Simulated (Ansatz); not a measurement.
# ZnSe (CsCl type): Wannier functions and tight-binding models, part 2 of 3

Aim: build maximally localised Wannier functions for ZnSe (CsCl type) from several sets of trial orbitals, and check spreads and centres, and how well the models interpolate the bands. Plan: PBE, anion s p, 6×6×6; PBE, anion s p, 4×4×4; PBE, anion s p, 8×8×8; PBE, anion p, 6×6×6; PBE, all s p, disentangled, 6×6×6; PBE, metal d and anion p, 6×6×6; PBE, metal d, 6×6×6; r2SCAN, anion s p, 6×6×6; r2SCAN, metal d and anion p, 6×6×6; r2SCAN, anion p, 6×6×6 (level, trial orbitals, Wannier mesh).

Ansatz 0.2.0; plane waves, PAW.

**6. PBE, all s p, disentangled, 6×6×6**

input.yaml reads:

```yaml
crystal:
  lattice:
    - [3.3251530431, 0.0, 0.0]
    - [0.0, 3.3251530431, 0.0]
    - [0.0, 0.0, 3.3251530431]
  atoms:
    - { symbol: Zn, position: [0.0, 0.0, 0.0] }
    - { symbol: Se, position: [0.5, 0.5, 0.5] }
kpoints:
  mp_grid: { grid: [6, 6, 6] }
  band_path:
    path:
      - [[0.0, 0.0, 0.0], [3.590931392747e-51, 0.5, -5.589496429227e-86], [0.5, 0.5, 2.141466279937e-51], [0.0, 0.0, 0.0], [0.5, 0.5, 0.5], [3.590931392747e-51, 0.5, -5.589496429227e-86]]
      - [[0.5, 0.5, 0.5], [0.5, 0.5, 2.141466279937e-51]]
    npoints: 10
hamiltonian:
  xc: pbe
scf:
  occupations: { method: fermi_dirac, width: 0.02 }
  n_extra_bands: 8
output:
  forces: false
  stress: false
  eigenvalues: true
  wannier:
    kmesh: [6, 6, 6]
    projections:
      - { species: Se, l: s, shell: 4 }
      - { species: Se, l: p, shell: 4 }
      - { species: Zn, l: s, shell: 4 }
      - { species: Zn, l: p, shell: 4 }
    minimise: true
    write_hr: true
    conv_tol: 1.0e-08
    max_iter: 3000
    disentanglement: { window: [-15.17, 26.83], frozen_window: [4.33, 12.33] }
```

Command:

```sh
ansatz run input.yaml --threads 4 --pin off --max-ram 3686MiB --backend cpu --events-out ev --progress --plain --runs-dir out
```

Log:

```text
Warning: RAYON_NUM_THREADS=4 ignored (pool sized by the plan → 4); use --threads N
Zn: the file doesn't list 4p, so it is added from the neutral free atom; the dataset's partial waves leave at most 1.1e-4 of an orbital's norm unspanned inside its sphere
scf.n_extra_bands = 8 over 14 filled bands (N_el = 28.0): the run solves 22 bands
Engine: ansatz 0.2.0, aarch64-unknown-linux-gnu
Pseudopotentials: kind: paw
Pseudopotential: Zn, paw, valence charge 12, recommended cutoff 420 eV (normal), Zn.paw.azcp
Pseudopotential: Se, paw, valence charge 16, recommended cutoff 420 eV (normal), Se.paw.azcp
Functional definition: PBE
  parameter kappa = 0.804
  parameter beta = 0.06672455060314922
  exchange = pbe_x(kappa = kappa, mu = beta*pi^2/3)
  correlation = pbe_c(beta = beta)
Crystal: 2 atoms, lattice volume = 36.765 Å³
Basis set: ecut = 420 eV, 739 PW (Γ)
Bands: 22, of which v1, the nominal top of the filled ones, is band 14 counted from 1 (13 counted from 0)
Symmetry: 48 space group operations
Space group: Pm-3m (ITA 221), of the structure as read, at distance tolerance 3.3e-5 Å
k-points: 20 of 216
Non-local potential: Zn, projectors of the file, l = 0: 2, l = 1: 2, l = 2: 3, l = 3: 1
Non-local potential: Se, projectors of the file, l = 0: 2, l = 1: 2, l = 2: 3, l = 3: 1
PAW form: soft (Blöchl's): semilocal exchange-correlation on the pseudo side does not see the compensation charge
PAW one-centre angular grid: Zn, 590 points (default); XC on 64 Gauss nodes
PAW one-centre angular grid: Se, 590 points (default); XC on 64 Gauss nodes
Initial density: superposition of atomic densities (neutral atoms: chi_scale 0, normalization atom), corrected by the library's trained network
Initial wavefunctions: pseudopotential atomic-orbital guess
Functional: x = pbe(κ = 0.804, μ = 0.2195149727645171), c = pbe(β = 0.06672455060314922)
SCF iter   1: F=—  HF=-8787.872005 eV  |F-HF|=—  |Δ(HF+E_count)|=         —  Δρ=1.80e-3  dr2=1.77e-3  ethr=1.77e-3  ⟨swp⟩=5.8  Hψ=2068  notcnv=0  defer=1
preconditioner: auto → none  [insulator: Δε(μ)=0.158 eV  Ē_g=15.600 eV  σ=0.020 eV  W_gap=0.71  n_scr=6 (ndim 8)  ℏωp=26.0 eV  f_vac=0.000  D(μ)=2.30/eV (n_scr^D=26)  ε∞_Penn≈3.8]
SCF iter   2: F=—  HF=-8787.871890 eV  |F-HF|=—  |Δ(HF+E_count)|=   1.14e-4  Δρ=1.73e-3  dr2=4.71e-4  ethr=6.31e-6  ⟨swp⟩=2.0  Hψ=881  notcnv=0  defer=48
SCF iter   3: F=—  HF=-8787.871712 eV  |F-HF|=—  |Δ(HF+E_count)|=   1.79e-4  Δρ=4.59e-4  dr2=3.90e-5  ethr=1.68e-6  ⟨swp⟩=2.0  Hψ=633  notcnv=0  defer=48
SCF iter   4: F=—  HF=-8787.871748 eV  |F-HF|=—  |Δ(HF+E_count)|=   3.63e-5  Δρ=1.40e-4  dr2=3.45e-6  ethr=1.39e-7  ⟨swp⟩=1.9  Hψ=483  notcnv=0  defer=48
SCF iter   5: F=—  HF=-8787.871754 eV  |F-HF|=—  |Δ(HF+E_count)|=   5.70e-6  Δρ=8.19e-5  dr2=1.58e-6  ethr=1.23e-8  ⟨swp⟩=2.0  Hψ=658  notcnv=0  defer=48
SCF iter   6: F=—  HF=-8787.871753 eV  |F-HF|=—  |Δ(HF+E_count)|=   5.09e-7  Δρ=2.31e-5  dr2=1.24e-7  ethr=5.65e-9  ⟨swp⟩=2.4  Hψ=611  notcnv=0  defer=48
SCF iter   7: F=-8787.871753 eV  HF=-8787.871753 eV  |F-HF|=4.03e-9  |Δ(HF+E_count)|=   4.69e-8  Δρ=4.01e-6  dr2=4.32e-9  ethr=3.57e-10  ⟨swp⟩=6.0  Hψ=1325  notcnv=0
SCF 1 converged in 7 iterations: F = -8787.871753 eV  dr2 = 4.32e-9
NSCF: frozen V_eff on 62 k-points
NSCF: frozen V_eff on 23 k-points
WARN: eigensolver did not converge in 2 slots of this pass, the one above among them; of largest residual over every band (k=20): 1 band(s) unlocked (lowest unlocked band 21, counted from 0; max residual 1.70e-5 eV among the unlocked bands, 1.70e-5 eV over every band); of lowest unlocked band (k=3): band 21
the Wannier pass solved 23 of the 216 points of its mesh, and has the states at the others by symmetry: states obtained by the crystal's operations at points that were solved too leave a residual of 2.94e-13 eV (read by the count's bands and the next), within 4.76e-6 eV
NSCF: frozen V_eff on 23 k-points
the Wannier pass solved 23 of the 216 points of its mesh, and has the states at the others by symmetry: states obtained by the crystal's operations at points that were solved too leave a residual of 6.51e-13 eV (read by the count's bands and the next), within 4.76e-6 eV
SCF converged after 7 iterations
Free energy (F): -8787.871753 eV
Harris-Foulkes:  -8787.871753 eV  (|F-HF|=4.03e-9)
Internal energy: -8787.869065 eV  (E = F + TS)
E sigma→0 (E₀):  -8787.870409 eV
Entropy (-TS):   -0.002689 eV (-1.344 meV/atom)
Fermi energy:    10.479030 eV
--- Per-component energies (eV) ---
  E_band       = -298.737180
  E_kinetic    = 248.602857
  E_local      = -3665.275688  (includes V_loc(G=0)·N_el)
  E_nonlocal   = 20.688053
  E_hartree    = 1714.050623
  E_xc         = -240.412937
  E_vxc        = -148.858773  (∫ρ·V_xc dr)
  E_paw        = -3741.347919  (= ΣΔE_a)
  E_vpaw       = -181.998123  (= ΣTr[D̂ρ^β])
  E_aug_tail   = -0.000997  (compensation charges beyond the density's cutoff)
  E_ewald      = -3124.173057
  E_smearing   = -0.002689  (= −TS)
  E_closure    = -0.000000  (closes the sum)
  Σ components = -8787.871753   (vs F -8787.871753, Δ=0.00e0)
--- Band table (eV; the first three rows and the last of 20) ---
  k-point 0: bands = ["-37.3679", "-37.3679", "-37.3649", "-37.3649", "-37.3649", "-4.1450", "3.4140", "3.4140", "3.7140", "3.7140", "3.7140", "9.2900", "9.2900", "9.2900", "9.3051", "16.3081", "16.3081", "21.7263", "21.7263", "21.7263", "26.1738", "26.1738"]
  k-point 1: bands = ["-37.3678", "-37.3670", "-37.3651", "-37.3651", "-37.3648", "-3.9001", "3.4258", "3.4277", "3.6655", "3.6655", "3.7173", "6.6980", "9.5893", "9.5893", "11.1202", "16.5798", "17.6167", "20.3024", "20.3024", "20.7355", "25.3646", "26.2999"]
  k-point 2: bands = ["-37.3678", "-37.3655", "-37.3655", "-37.3652", "-37.3648", "-3.3009", "3.2012", "3.4495", "3.5745", "3.5745", "3.7239", "4.6711", "10.2950", "10.2950", "12.4726", "16.5950", "17.3326", "18.1152", "18.1152", "22.4665", "23.5242", "26.8761"]
  k-point 19: bands = ["-37.3665", "-37.3665", "-37.3665", "-37.3625", "-37.3625", "-1.0602", "3.1161", "3.1161", "3.1161", "3.8348", "3.8348", "7.7708", "7.7708", "7.7708", "11.5495", "11.5495", "11.5495", "11.6677", "29.7329", "29.7329", "29.7329", "31.9818"]
Wannier search: line search 1 of at most 3000: gauge-dependent spread (as the search counts it) 5.3754375 Å², largest recent change 2.8e0 Å² and fall left 2.0e-2 Å² against conv_tol 1.0e-8 Å², 0 stops escaped
```

Run time: 2.2 s. Hardware: 4 threads of Arm Neoverse V2, shared host; peak memory 0.4 GiB.

The eigensolver's warning concerns residuals under 0.0001 eV, too small to move the results.

The windows are typed on the program's own energy scale, on which the last band filled by count tops at 10.93 eV (the bands overlap, so it is not filled everywhere).

The head of wannier.spreads.toml:

```toml
omega_i_ang2 = 14.30926758135982
omega_d_ang2 = 0.005873245993498218
omega_od_ang2 = 2.882978619732538
omega_total_ang2 = 17.198119447085855
least_projectability = 0.38544409433900595
b_vectors_match_mmn = true
n_iter = 55
converged = true
rejected_fitted_steps = 0
dis_converged = true
dis_n_iter = 82
dis_n_moved = 0
dis_level_miss = 0.0033778230018360546
```

The functions (centres in Å, on-site energies from the highest level of the last filled band):

```csv
n,x,y,z,spread (Å²),on-site (eV),nearest atoms,distance (Å)
1,1.934,1.401,1.401,1.728,-3.844,Se2,0.46
2,1.743,1.578,2.104,1.742,-3.720,Se2,0.46
3,1.224,1.572,1.572,1.742,-3.713,Se2,0.46
4,1.743,2.104,1.578,1.742,-3.720,Se2,0.46
5,-0.404,-0.399,-0.399,2.560,2.665,Zn1,0.69
6,-0.125,-0.126,0.668,2.560,2.767,Zn1,0.69
7,0.667,-0.129,-0.129,2.562,2.737,Zn1,0.69
8,-0.125,0.668,-0.126,2.560,2.767,Zn1,0.69
```

The largest hoppings ⟨m, 0|H|n, R⟩, one of each Hermitian pair (signs follow the phases of the functions):

```csv
m,n,R,distance (Å),t (eV)
1,3,0 0 0,0.75,3.047
1,2,0 0 0,0.75,-3.047
1,4,0 0 0,0.75,-3.047
2,3,0 0 0,0.74,2.984
3,4,0 0 0,0.74,2.984
2,4,0 0 0,0.74,-2.983
4,6,1 1 0,2.04,-1.804
2,8,1 0 1,2.04,-1.804
1,6,1 0 0,2.11,-1.724
1,8,1 0 0,2.11,-1.724
2,5,1 1 1,1.97,-1.709
4,5,1 1 1,1.97,-1.709
5,7,0 0 0,1.14,-1.676
5,8,0 0 0,1.14,-1.664
```

Interpolated bands at the corners of the path, eV from the highest level of the last filled band:

```csv
point,e1,e2,e3,e4,e5,e6,e7,e8
Γ,-15.08,-1.64,-1.64,-1.64,-1.63,10.79,10.79,10.79
X,-13.84,-6.69,-0.20,-0.20,2.83,3.89,6.18,6.18
M,-12.96,-5.63,-5.63,-2.55,0.22,7.47,7.47,9.45
Γ,-15.08,-1.64,-1.64,-1.64,-1.63,10.79,10.79,10.79
R,-11.99,-3.16,-3.16,-3.16,0.61,0.61,0.61,0.73
X,-13.84,-6.69,-0.20,-0.20,2.83,3.89,6.18,6.18
R,-11.99,-3.16,-3.16,-3.16,0.61,0.61,0.61,0.73
M,-12.96,-5.63,-5.63,-2.55,0.22,7.47,7.47,9.45
```

Along the path each interpolated band stays within 0.03, 0.03, 0.04, 0.03, 0.09, 0.87, 0.69, 0.69 eV of the nearest computed level, from the lowest band up; bands outside the frozen window needn't match, and between the mesh's points a coarse mesh lets the others stray too.

**7. PBE, metal d and anion p, 6×6×6**

Edit input.yaml of step 6 so:

```diff
@@ -19,3 +19,3 @@
   occupations: { method: fermi_dirac, width: 0.02 }
-  n_extra_bands: 8
+  n_extra_bands: 6
 output:
@@ -26,7 +26,3 @@
     kmesh: [6, 6, 6]
-    projections:
-      - { species: Se, l: s, shell: 4 }
-      - { species: Se, l: p, shell: 4 }
-      - { species: Zn, l: s, shell: 4 }
-      - { species: Zn, l: p, shell: 4 }
+    projections: [{ species: Zn, l: d, shell: 3 }, { species: Se, l: p, shell: 4 }]
     minimise: true
@@ -35,2 +31 @@
     max_iter: 3000
-    disentanglement: { window: [-15.17, 26.83], frozen_window: [4.33, 12.33] }
```

Command:

```sh
ansatz run input.yaml --threads 4 --pin off --max-ram 3686MiB --backend cpu --events-out ev --progress --plain --runs-dir out
```

Log:

```text
Warning: RAYON_NUM_THREADS=4 ignored (pool sized by the plan → 4); use --threads N
scf.n_extra_bands = 6 over 14 filled bands (N_el = 28.0): the run solves 20 bands
[... 9 set-up lines as earlier in the session ...]
Crystal: 2 atoms, lattice volume = 36.765 Å³
Basis set: ecut = 420 eV, 739 PW (Γ)
Bands: 20, of which v1, the nominal top of the filled ones, is band 14 counted from 1 (13 counted from 0)
[... 2 set-up lines as earlier in the session ...]
k-points: 20 of 216
[... 8 set-up lines as earlier in the session ...]
SCF iter   1: F=—  HF=-8787.871994 eV  |F-HF|=—  |Δ(HF+E_count)|=         —  Δρ=1.76e-3  dr2=1.70e-3  ethr=1.77e-3  ⟨swp⟩=5.8  Hψ=1823  notcnv=0
preconditioner: auto → none  [insulator: Δε(μ)=0.158 eV  Ē_g=13.671 eV  σ=0.020 eV  W_gap=0.71  n_scr=6 (ndim 8)  ℏωp=26.0 eV  f_vac=0.000  D(μ)=2.30/eV (n_scr^D=26)  ε∞_Penn≈4.6]
SCF iter   2: F=—  HF=-8787.871859 eV  |F-HF|=—  |Δ(HF+E_count)|=   1.36e-4  Δρ=1.61e-3  dr2=4.00e-4  ethr=6.07e-6  ⟨swp⟩=2.0  Hψ=823  notcnv=0  defer=27
SCF iter   3: F=—  HF=-8787.871716 eV  |F-HF|=—  |Δ(HF+E_count)|=   1.43e-4  Δρ=4.28e-4  dr2=3.68e-5  ethr=1.43e-6  ⟨swp⟩=2.0  Hψ=583  notcnv=0  defer=27
SCF iter   4: F=—  HF=-8787.871747 eV  |F-HF|=—  |Δ(HF+E_count)|=   3.16e-5  Δρ=1.50e-4  dr2=3.45e-6  ethr=1.31e-7  ⟨swp⟩=2.1  Hψ=450  notcnv=0  defer=27
SCF iter   5: F=—  HF=-8787.871753 eV  |F-HF|=—  |Δ(HF+E_count)|=   6.03e-6  Δρ=6.30e-5  dr2=9.30e-7  ethr=1.23e-8  ⟨swp⟩=2.0  Hψ=558  notcnv=0  defer=27
SCF iter   6: F=-8787.871753 eV  HF=-8787.871753 eV  |F-HF|=3.70e-8  |Δ(HF+E_count)|=   2.14e-7  Δρ=1.38e-5  dr2=4.59e-8  ethr=3.57e-10  ⟨swp⟩=5.0  Hψ=1480  notcnv=0
SCF 1 converged in 6 iterations: F = -8787.871753 eV  dr2 = 4.59e-8
NSCF: frozen V_eff on 62 k-points
NSCF: frozen V_eff on 23 k-points
the Wannier pass solved 23 of the 216 points of its mesh, and has the states at the others by symmetry: states obtained by the crystal's operations at points that were solved too leave a residual of 2.76e-13 eV (read by the count's bands and the next), within 4.76e-6 eV
NSCF: frozen V_eff on 23 k-points
the Wannier pass solved 23 of the 216 points of its mesh, and has the states at the others by symmetry: states obtained by the crystal's operations at points that were solved too leave a residual of 3.16e-13 eV (read by the count's bands and the next), within 4.76e-6 eV
SCF converged after 6 iterations
Free energy (F): -8787.871753 eV
Harris-Foulkes:  -8787.871753 eV  (|F-HF|=3.70e-8)
Internal energy: -8787.869065 eV  (E = F + TS)
E sigma→0 (E₀):  -8787.870409 eV
Entropy (-TS):   -0.002689 eV (-1.344 meV/atom)
Fermi energy:    10.479115 eV
--- Per-component energies (eV) ---
  E_band       = -298.733802
  E_kinetic    = 248.602579
  E_local      = -3665.270966  (includes V_loc(G=0)·N_el)
  E_nonlocal   = 20.687972
  E_hartree    = 1714.046702
  E_xc         = -240.412846
  E_vxc        = -148.858682  (∫ρ·V_xc dr)
  E_paw        = -3741.348451  (= ΣΔE_a)
  E_vpaw       = -181.999917  (= ΣTr[D̂ρ^β])
  E_aug_tail   = -0.000997  (compensation charges beyond the density's cutoff)
  E_ewald      = -3124.173057
  E_smearing   = -0.002689  (= −TS)
  E_closure    = 0.000000  (closes the sum)
  Σ components = -8787.871753   (vs F -8787.871753, Δ=0.00e0)
--- Band table (eV; the first three rows and the last of 20) ---
  k-point 0: bands = ["-37.3677", "-37.3677", "-37.3647", "-37.3647", "-37.3647", "-4.1449", "3.4141", "3.4141", "3.7141", "3.7141", "3.7141", "9.2900", "9.2900", "9.2900", "9.3051", "16.3082", "16.3082", "21.7263", "21.7263", "21.7263"]
  k-point 1: bands = ["-37.3677", "-37.3668", "-37.3649", "-37.3649", "-37.3647", "-3.9000", "3.4259", "3.4278", "3.6656", "3.6656", "3.7174", "6.6981", "9.5893", "9.5893", "11.1202", "16.5798", "17.6167", "20.3024", "20.3024", "20.7355"]
  k-point 2: bands = ["-37.3676", "-37.3653", "-37.3653", "-37.3650", "-37.3646", "-3.3009", "3.2013", "3.4496", "3.5746", "3.5746", "3.7240", "4.6712", "10.2951", "10.2951", "12.4727", "16.5950", "17.3326", "18.1152", "18.1152", "22.4665"]
  k-point 19: bands = ["-37.3663", "-37.3663", "-37.3663", "-37.3623", "-37.3623", "-1.0600", "3.1161", "3.1161", "3.1161", "3.8349", "3.8349", "7.7709", "7.7709", "7.7709", "11.5495", "11.5495", "11.5495", "11.6676", "29.7330", "29.7330"]
Wannier search: line search 1 of at most 3000: gauge-dependent spread (as the search counts it) 0.2766259 Å², largest recent change 1.6e-2 Å² and fall left 1.2e-5 Å² against conv_tol 1.0e-8 Å², 0 stops escaped
```

Run time: 1.6 s. Hardware: 4 threads of Arm Neoverse V2, shared host; peak memory 0.34 GiB.

wannier.win names the bands that the functions span: 7-11, combinations of 12-15 (counted from 1; 14 are filled by count, though the bands overlap). Combinations are drawn from entangled bands, so such a model needn't follow any one band.

The head of wannier.spreads.toml:

```toml
omega_i_ang2 = 9.213308836729937
omega_d_ang2 = 0.000000000000000000000000005511398783411404
omega_od_ang2 = 0.27659705069845175
omega_total_ang2 = 9.489905887428389
least_projectability = 0.7048856879602725
b_vectors_match_mmn = true
n_iter = 8
converged = true
rejected_fitted_steps = 0
```

The functions (centres in Å, on-site energies from the highest level of the last filled band):

```csv
n,x,y,z,spread (Å²),on-site (eV),nearest atoms,distance (Å)
1,0.000,0.000,0.000,0.340,-7.300,Zn1,0.00
2,0.000,0.000,0.000,0.377,-7.214,Zn1,0.00
3,0.000,0.000,0.000,0.377,-7.214,Zn1,0.00
4,0.000,0.000,0.000,0.340,-7.300,Zn1,0.00
5,0.000,0.000,0.000,0.377,-7.214,Zn1,0.00
6,1.663,1.663,1.663,2.560,-3.632,Se2,0.00
7,1.663,1.663,1.663,2.560,-3.632,Se2,0.00
8,1.663,1.663,1.663,2.560,-3.632,Se2,0.00
```

The largest hoppings ⟨m, 0|H|n, R⟩, one of each Hermitian pair (signs follow the phases of the functions):

```csv
m,n,R,distance (Å),t (eV)
6,6,0 0 1,3.33,1.293
8,8,0 1 0,3.33,1.293
7,7,1 0 0,3.33,1.293
6,6,0 1 0,3.33,-0.403
6,6,1 0 0,3.33,-0.403
8,8,0 0 1,3.33,-0.403
7,7,0 0 1,3.33,-0.403
7,7,0 1 0,3.33,-0.403
```

Interpolated bands at the corners of the path, eV from the highest level of the last filled band:

```csv
point,e1,e2,e3,e4,e5,e6,e7,e8
Γ,-7.52,-7.52,-7.22,-7.22,-7.22,-1.64,-1.64,-1.64
X,-8.26,-7.47,-7.40,-7.40,-7.21,-6.69,-0.20,-0.20
M,-7.43,-7.31,-7.31,-7.11,-7.09,-5.63,-5.63,0.22
Γ,-7.52,-7.52,-7.22,-7.22,-7.22,-1.64,-1.64,-1.64
R,-7.82,-7.82,-7.82,-7.10,-7.10,-3.16,-3.16,-3.16
X,-8.26,-7.47,-7.40,-7.40,-7.21,-6.69,-0.20,-0.20
R,-7.82,-7.82,-7.82,-7.10,-7.10,-3.16,-3.16,-3.16
M,-7.43,-7.31,-7.31,-7.11,-7.09,-5.63,-5.63,0.22
```

Along the path each interpolated band stays within 0.03, 0.00, 0.00, 0.01, 0.00, 0.54, 0.12, 0.02 eV of the nearest computed level, from the lowest band up.

**8. PBE, metal d, 6×6×6**

Edit input.yaml of step 7 so:

```diff
@@ -26,3 +26,3 @@
     kmesh: [6, 6, 6]
-    projections: [{ species: Zn, l: d, shell: 3 }, { species: Se, l: p, shell: 4 }]
+    projections: [{ species: Zn, l: d, shell: 3 }]
     minimise: true
@@ -31 +31,5 @@
     max_iter: 3000
+  write_density: true
+  write_potential: true
+  elf: true
+  volumetric_format: npy
```

Command:

```sh
ansatz run input.yaml --threads 4 --pin off --max-ram 3686MiB --backend cpu --events-out ev --progress --plain --runs-dir out
```

Log (excerpt; [...] marks lines left out):

```text
Warning: RAYON_NUM_THREADS=4 ignored (pool sized by the plan → 4); use --threads N
scf.n_extra_bands = 6 over 14 filled bands (N_el = 28.0): the run solves 20 bands
[...]
[... 4 set-up lines as earlier in the session ...]
[...]
Crystal: 2 atoms, lattice volume = 36.765 Å³
[...]
Fermi energy:    10.479115 eV
[...]
--- Band table (eV; the first three rows and the last of 20) ---
  k-point 0: bands = ["-37.3677", "-37.3677", "-37.3647", "-37.3647", "-37.3647", "-4.1449", "3.4141", "3.4141", "3.7141", "3.7141", "3.7141", "9.2900", "9.2900", "9.2900", "9.3051", "16.3082", "16.3082", "21.7263", "21.7263", "21.7263"]
[...]
Wannier search: line search 1 of at most 3000: gauge-dependent spread (as the search counts it) 0.0767917 Å², largest recent change 4.2e-3 Å² and fall left 8.7e-7 Å² against conv_tol 1.0e-8 Å², 0 stops escaped
```

Wall time 0.97 s (4 threads of Arm Neoverse V2, shared host); peak memory 0.32 GiB.

wannier.win names the bands that the functions span: combinations of 7-12 (counted from 1; 14 are filled by count, though the bands overlap). Combinations are drawn from entangled bands, so such a model needn't follow any one band.

The head of wannier.spreads.toml:

```toml
omega_i_ang2 = 4.024163634709161
omega_d_ang2 = 0.0000000000000000000000000008189185900977836
omega_od_ang2 = 0.07679057223440058
omega_total_ang2 = 4.100954206943562
least_projectability = 0.8815163419322606
b_vectors_match_mmn = true
n_iter = 7
converged = true
rejected_fitted_steps = 0
```

The functions (centres in Å, on-site energies from the highest level of the last filled band):

```csv
n,x,y,z,spread (Å²),on-site (eV),nearest atoms,distance (Å)
1,0.000,0.000,0.000,0.843,-7.370,Zn1,0.00
2,0.000,0.000,0.000,0.805,-7.372,Zn1,0.00
3,0.000,0.000,0.000,0.805,-7.372,Zn1,0.00
4,0.000,0.000,0.000,0.843,-7.370,Zn1,0.00
5,0.000,0.000,0.000,0.805,-7.372,Zn1,0.00
```

The largest hoppings ⟨m, 0|H|n, R⟩, one of each Hermitian pair (signs follow the phases of the functions):

```csv
m,n,R,distance (Å),t (eV)
1,1,0 0 1,3.33,-0.055
4,4,1 0 0,3.33,-0.047
4,4,0 1 0,3.33,-0.047
3,3,0 0 1,3.33,0.033
2,2,0 0 1,3.33,0.033
5,5,1 0 0,3.33,0.033
5,5,0 1 0,3.33,0.033
3,3,0 1 0,3.33,0.033
2,2,1 0 0,3.33,0.033
1,1,1 0 0,3.33,-0.031
1,1,0 1 0,3.33,-0.031
4,4,0 0 1,3.33,-0.023
1,5,1 1 0,4.70,0.023
5,1,1 1 0,4.70,0.023
```

Interpolated bands at the corners of the path, eV from the highest level of the last filled band:

```csv
point,e1,e2,e3,e4,e5
Γ,-7.52,-7.52,-7.22,-7.22,-7.22
X,-7.47,-7.40,-7.40,-7.21,-7.00
M,-7.43,-7.31,-7.31,-7.11,-7.09
Γ,-7.52,-7.52,-7.22,-7.22,-7.22
R,-7.82,-7.82,-7.82,-7.10,-7.10
X,-7.47,-7.40,-7.40,-7.21,-7.00
R,-7.82,-7.82,-7.82,-7.10,-7.10
M,-7.43,-7.31,-7.31,-7.11,-7.09
```

Along the path each interpolated band stays within 0.15, 0.06, 0.01, 0.03, 0.20 eV of the nearest computed level, from the lowest band up.

[end of part 2 of 3]
